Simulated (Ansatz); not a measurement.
Computed with DFT PBE, scalar-relativistic, plane waves, PAW (Ansatz 0.2.0). All cells share a 420 eV cutoff and Γ-centred k meshes spaced at most about 0.3 Å⁻¹ (about 0.25 or finer for metals, 2π included). No spin polarisation.

Temperature and zero-point effects are left out.

Two forms of Si₅Mo were relaxed alike.

A.

Space group P6/mmm (No. 191). a = 4.736 Å, b = 4.736 Å, c = 4.632 Å, α = 90.00°, β = 90.00°, γ = 120.00°
| atom | site | symmetry | x | y | z |
| --- | --- | --- | --- | --- | --- |
| Si | 3g | mmm | 0.5000 | 0.0000 | 0.5000 |
| Si | 2c | -6m2 | 0.3333 | 0.6667 | 0.0000 |
| Mo | 1a | 6/mmm | 0.0000 | 0.0000 | 0.0000 |

B.

Space group F-43m (No. 216). a = 6.973 Å, b = 6.973 Å, c = 6.973 Å, α = 90.00°, β = 90.00°, γ = 90.00°
| atom | site | symmetry | x | y | z |
| --- | --- | --- | --- | --- | --- |
| Si | 4d | -43m | 0.2500 | 0.2500 | 0.7500 |
| Si | 16e | .3m | 0.1245 | 0.3755 | 0.1245 |
| Mo | 4a | -43m | 0.0000 | 0.0000 | 0.0000 |

Question: Which is lower in energy, and by how much?

Answer: B is lower, by 147 meV/atom. A has space group P6/mmm (No. 191), 15.0 Å³/atom and no gap on its mesh; B has space group F-43m (No. 216), 14.1 Å³/atom and no gap. Counting Si atoms around Mo (those within 1.25 times the shortest such distance or 1.15 times the sum of covalent radii; a plus sign parts nearer from farther groups), A has Mo 6+12 and B has Mo 16. A holds Si–Si nets (shortest 2.37 Å); B holds Si–Si bonds in all directions (shortest 2.46 Å). The denser one is the lower, and pressure would at first widen the difference. Even the lower one lies +0.48 eV/atom against the reference forms of the elements (uncorrected), so neither is stable at this level. In A, Si on a site of symmetry mmm is surrounded by 4 Si at 2.37 Å and 4 Si at 2.69 Å; Si on a site of symmetry -6m2 is surrounded by 9 Si at 2.69–2.73 Å and 3 Mo at 2.73 Å; Mo has 6 Si at 2.73 Å and 12 Si at 3.31 Å. In B, around Si on a site of symmetry -43m lie 12 Si at 2.89 Å and 4 Mo at 3.02 Å; Si on a site of symmetry 3m has 6 Si at 2.46–2.47 Å, 3 Si at 2.89 Å and 3 Mo at 2.89 Å; Mo is surrounded by 16 Si at 2.89–3.02 Å. Both come from invented guesses. The lowest form computed isn't among them: it has Si and Mo ordered on hcp sites, space group P-6m2 (No. 187), 14.8 Å³/atom and lies 146 meV/atom below the best shown.

Cells relaxed within their symmetry can be saddle points. Some structure types and database cells were kept out of the candidates from the start, so a known form may be missing.
